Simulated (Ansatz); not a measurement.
Runs of Ansatz 0.2.0 on MoS2. The cell holds a slab with vacuum, 6 atoms: a = 3.185 Å, b = 3.185 Å, c = 21.671 Å, α = 90.00°, β = 90.00°, γ = 120.00°. 

```csv
task,level,potentials or basis,cell,cutoff (eV),V0 of scaled cells (Å³/atom),B0 (GPa)
equation of state,RPBE,Ansatz PAW,as given,420,32.58,(a)
equation of state,PBEsol,PseudoDojo PBEsol stringent,as given,1088,31.05,(b)
equation of state,PBE,Ansatz PAW accurate,as given,640,32.02,80
equation of state,PBE,Ansatz PAW,as given,420,32.02,81
```

Alike in all rows: no spin polarisation; k mesh 10 × 10 × 2; smearing fermi-dirac 0.05 eV.

**Question.** Estimate the missing entries.

**Answer.** (a) 76; (b) 88.

Caveats: the cell was scaled at fixed shape and fractional positions, which overstates the stiffness of a crystal with free parameters, most of all of layers and chains; the potentials were made for another functional, which shifts forces and pressure (some runs).
